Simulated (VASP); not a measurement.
**Ni: optical spectrum with PBE+D3+U**

Ni:

```xyz
1
Lattice="0.0000 1.7376 1.7376 1.7376 0.0000 1.7376 1.7376 1.7376 0.0000" Properties=species:S:1:pos:R:3 pbc="T T T"
Ni    0.0000    0.0000    0.0000
```

```yaml
Program: VASP 6.6.1
Task: optical spectrum
Functional: PBE
Dispersion: D3
Potentials_or_basis: VASP PAW PBE potentials, release 64 (Ni)
Cutoff: 520 eV
k_mesh: 13 × 13 × 13
Occupations: tetrahedron
Spin: collinear spin, ferromagnetic start
Starting_moments: "[1.0] μB"
Hubbard_terms: Ni d U = 8 eV, J = 0.9 eV
LDAUTYPE: 1
Hund's_J: 0.9
Further_INCAR_settings: ALGO = Fast; EDIFF = 1e-06; NBANDS = 9
```

| Quantity | Value |
| --- | --- |
| Pressure | -12.7 GPa |
| Band gap on the k mesh | none (metal or under the smearing width) |
| Net moment | 0.78 μB per cell |
| Site moments | Ni +0.83 μB |
| Valence electrons inside the program's atomic spheres | Ni 9.54 |
| Dispersion energy per atom | -0.411 eV |

Levels at points of the mesh, in eV from the Fermi level:
Spin up:
| k point | band 3 | band 4 | band 5 | band 6 | band 7 | band 8 |
| --- | --- | --- | --- | --- | --- | --- |
| (0.00, 0.00, 0.00) | -4.82 | -4.82 | -3.15 | -3.15 | 24.83 | 26.69 |
Spin down:
```
           k point  band 2  band 3  band 4  band 5  band 6  band 7  band 8  band 9
(0.00, 0.00, 0.00)   -2.75   -2.75   -1.51   -1.51   -1.51   24.36   28.76   28.76
```

Eigenvalues of the final occupation matrices:
| site | spin | trace | eigenvalues |
| --- | --- | --- | --- |
| site 1 d | 1 | 4.76 | 0.95 0.95 0.95 0.95 0.95 |
| site 1 d | 2 | 3.86 | 0.66 0.66 0.66 0.94 0.94 |

It took 14 s on 1 thread of AMD EPYC 9R45 (Zen 5) (shared host), peak memory 0.11 GiB.

Caveat: pairwise dispersion overbinds metals, which lowers pressure and volume; the U is typed as a test and isn't derived for this compound; tetrahedron occupations give inexact forces and stress in metals. The state reached can hang on the start; a lower one may exist.
